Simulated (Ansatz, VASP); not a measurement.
**One calculation of Re, two programs**

Contents of INCAR:

```
SYSTEM = Re
PREC = Accurate ; ENCUT = 520
EDIFF = 1E-6 ; ISMEAR = -1
SIGMA = 0.1 ; LREAL = .False.
LASPH = .True. ; NELM = 60
ALGO = Normal ; ISIF = 2
LWAVE = .False. ; LCHARG = .True.
GGA = B5 ; ALDAX = 1.0
AGGAX = 1.0 ; AGGAC = 1.0
ALDAC = 0.0 ; LELF = .True.
LVHAR = .True. ; NBANDS = 10
```

KPOINTS

```
regular mesh
0
Gamma
  16 16 16
  0 0 0
```

File POSCAR:

```
Re
1.0
   -1.5561701569      1.5561701569      1.5561701569
    1.5561701569     -1.5561701569      1.5561701569
    1.5561701569      1.5561701569     -1.5561701569
Re
1
Direct
    0.0000000000      0.0000000000      0.0000000000
```

Input for Ansatz:

```yaml
crystal:
  lattice:
    - [-1.5561701569, 1.5561701569, 1.5561701569]
    - [1.5561701569, -1.5561701569, 1.5561701569]
    - [1.5561701569, 1.5561701569, -1.5561701569]
  atoms:
    - { symbol: Re, position: [0.0, 0.0, 0.0] }
hamiltonian:
  xc: blyp
  pseudopotentials:
    kind: paw
    azcp:
      Re: "pseudopotentials/Re.paw.azcp"
basis:
  ecutwfc: 420
  fft_grid_basis: typed
kpoints:
  mp_grid: { grid: [16, 16, 16], shift: [0, 0, 0] }
magnetization:
  spin_polarized: false
scf:
  occupations: { method: fermi_dirac, width: 0.1 }
  lower_state_search: "off"
output:
  stress: true
```

Alike in both runs: task single point; functional BLYP; k mesh 16 × 16 × 16; occupations fermi-dirac, width 0.1 eV; no spin polarisation.

|  | VASP | Ansatz |
| --- | --- | --- |
| version | VASP 6.6.1 | Ansatz 0.2.0 |
| potentials or method | VASP PAW PBE potentials, release 64 (Re) | plane waves (420 eV) with PAW, scalar-relativistic |
| plane-wave cutoff (eV) | 520 | 420 |
| valence electrons in the cell | 7 | 15 |

VASP gave:

```
pressure (GPa) : 16.4
```

Problem. Estimate Ansatz's values.

Solution. Pressure (GPa): 14.2.

The two sets of potentials don't hold the same shells in valence.

Caveats: so large a pressure means that the cell lies far from this level's equilibrium, or that cutoff or potentials fall short (VASP); the potentials were made for another functional, which shifts forces and pressure (VASP). The runs have no spin-orbit coupling, so splittings on Re are missing.
